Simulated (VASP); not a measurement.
**Li: single point with PBE**

Li:

```xyz
3
Lattice="1.5505 0.8952 7.5883 -1.5505 0.8952 7.5883 0.0000 -1.7904 7.5883" Properties=species:S:1:pos:R:3 pbc="T T T"
Li    0.0000    0.0000    0.0000
Li    0.0000    0.0000    5.0538
Li    0.0000    0.0000   17.7111
```

This isn't the form of Li at room conditions, which is bcc.

```
Program                : VASP 6.6.1
Task                   : single point
Functional             : PBE
Potentials or basis    : VASP PAW PBE potentials, release 64 (Li_sv)
Cutoff                 : 520 eV
k mesh                 : 6 × 6 × 6
Occupations            : gaussian, width 0.1 eV
Spin                   : no spin polarisation
Dipole correction      : no
Further INCAR settings : ALGO = Normal; EDIFF = 1e-06; NBANDS = 12
```

* Largest force: 0.006 eV/Å
* Band gap on the k mesh: none (metal or under the smearing width)

Forces on the atoms (eV/Å):
```
Li   0.000  0.000  0.000
Li   0.000  0.000  0.006
Li   0.000  0.000 -0.006
```

Levels at points of the mesh, in eV from the Fermi level:
```tsv
k point	band 2	band 3	band 4	band 5	band 6	band 7	band 8	band 9
(0.00, 0.00, 0.00)	-46.51	-46.51	-3.44	-1.51	-1.51	5.59	5.62	12.53
(0.50, 0.00, 0.00)	-46.50	-46.50	0.01	0.87	1.10	3.69	3.81	4.43
(0.50, 0.50, 0.00)	-46.50	-46.50	0.30	0.39	1.20	3.17	4.38	5.45
(0.50, 0.50, 0.50)	-46.52	-46.51	-2.95	-2.95	0.07	2.88	10.30	10.35
```

Run time: 3.2 min on 1 thread of AMD EPYC 7R43 64-Core Processor (Zen 3), with other jobs on the host, peak memory 0.39 GiB.

Caveat: the k mesh is coarse (spacing up to 0.39 Å⁻¹), so the values aren't converged.
